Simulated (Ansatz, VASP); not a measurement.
# Sn: VASP beside Ansatz

INCAR

```
SYSTEM = Sn
PREC = Accurate
ENCUT = 520
EDIFF = 1E-6
ISMEAR = -1
SIGMA = 0.1
LREAL = .False.
LASPH = .True.
NELM = 80
ALGO = Fast
ISIF = 2
LWAVE = .False.
LCHARG = .True.
GGA = RP
LELF = .True.
LVHAR = .True.
NBANDS = 28
```

File KPOINTS:

```
regular mesh
0
Gamma
  8 8 11
  0 0 0
```

The input POSCAR:

```
Sn
1.0
    5.6754918324      0.0000000000      0.0000000000
   -2.8377459162      4.9151201058      0.0000000000
    0.0000000000      0.0000000000      3.4598295062
Sn
3
Direct
    1.0000000000      0.0000000000      0.0000000000
    0.3333333333      0.6666666667      0.5000000000
    0.6666666667      0.3333333333      0.5000000000
```

Input for Ansatz:

```yaml
crystal:
  lattice:
    - [5.6754918324, 0.0, 0.0]
    - [-2.8377459162, 4.9151201058, 0.0]
    - [0.0, 0.0, 3.4598295062]
  atoms:
    - { symbol: Sn, position: [1.0, 0.0, 0.0] }
    - { symbol: Sn, position: [0.3333333333, 0.6666666667, 0.5] }
    - { symbol: Sn, position: [0.6666666667, 0.3333333333, 0.5] }
hamiltonian:
  xc: rpbe
  pseudopotentials:
    kind: paw
    azcp:
      Sn: "pseudopotentials/Sn.paw.azcp"
basis:
  ecutwfc: 420
  fft_grid_basis: typed
kpoints:
  mp_grid: { grid: [8, 8, 11], shift: [0, 0, 0] }
magnetization:
  spin_polarized: false
scf:
  occupations: { method: fermi_dirac, width: 0.1 }
  lower_state_search: "off"
output:
  stress: true
```

Alike in both runs: task single point; functional RPBE; k mesh 8 × 8 × 11; occupations fermi-dirac, width 0.1 eV; no spin polarisation.

|  | VASP | Ansatz |
| --- | --- | --- |
| version | VASP 6.6.1 | Ansatz 0.2.0 |
| potentials or method | VASP PAW PBE potentials, release 64 (Sn_d) | plane waves (420 eV) with PAW, scalar-relativistic |
| plane-wave cutoff (eV) | 520 | 420 |
| valence electrons in the cell | 42 | 42 |

VASP gave:

```
pressure (GPa)                                  : -3.5
largest component of the traceless stress (GPa) : 0.84
```

Question: Estimate Ansatz's values.

Answer: Pressure (GPa): -3.4; largest component of the traceless stress (GPa): 0.84.

The functional is the same, so the differences come from potentials, cutoffs and numerics.

Caveats: the PAW data sets were made with another functional, which shifts forces and pressure a little (VASP).
